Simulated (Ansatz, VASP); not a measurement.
## Two plane-wave programs on C

File INCAR:

```
SYSTEM = C
  PREC = Accurate
  ENCUT = 520
  EDIFF = 1E-6
  ISMEAR = 0
  SIGMA = 0.1
  LREAL = .False.
  LASPH = .True.
  NELM = 80
  ALGO = Normal
  ISIF = 2
  LWAVE = .False.
  LCHARG = .False.
  GGA = PE
  NBANDS = 13
```

The input KPOINTS:

```
Automatic mesh
0
Gamma
  12 12 6
  0 0 0
```

File POSCAR:

```
C
1.0
    2.4553558900      0.0000000000      0.0000000000
   -1.2276779500      2.1264005800      0.0000000000
    0.0000000000      0.0000000000      2.6886542600
C
3
Direct
    0.0000000000      0.5000000000      0.3333333300
    0.5000000000      0.5000000000      0.6666666700
    0.5000000000      0.0000000000      0.0000000000
```

Input for Ansatz:

```yaml
crystal:
  lattice:
    - [2.45535589, 0.0, 0.0]
    - [-1.22767795, 2.12640058, 0.0]
    - [0.0, 0.0, 2.68865426]
  atoms:
    - { symbol: C, position: [0.0, 0.5, 0.33333333] }
    - { symbol: C, position: [0.5, 0.5, 0.66666667] }
    - { symbol: C, position: [0.5, 0.0, 0.0] }
basis:
  ecutwfc: 420
kpoints:
  mp_grid: { grid: [12, 12, 6] }
hamiltonian:
  xc: pbe
scf:
  occupations: { method: gaussian, width: 0.1 }
  lower_state_search: "off"
output:
  forces: true
  stress: true
  eigenvalues: true
```

Alike in both runs: task single point; functional PBE; k mesh 12 × 12 × 6; occupations gaussian, width 0.1 eV; no spin polarisation.

|  | VASP | Ansatz |
| --- | --- | --- |
| version | VASP 6.6.1 | Ansatz 0.2.0 |
| potentials or method | VASP PAW PBE potentials, release 64 (C) | scalar-relativistic, plane waves, PAW |
| plane-wave cutoff (eV) | 520 | 420 |
| valence electrons in the cell | 12 | 12 |

|  | VASP | Ansatz | Ansatz less VASP |
| --- | --- | --- | --- |
| gap on the k mesh at the Fermi level (eV) | 1.71 | 1.73 | +0.020 |
| least direct gap on the mesh (eV) | 5.68 | 5.68 | +0.002 |

With one functional, cell and mesh, what is left measures potentials, basis and numerics.
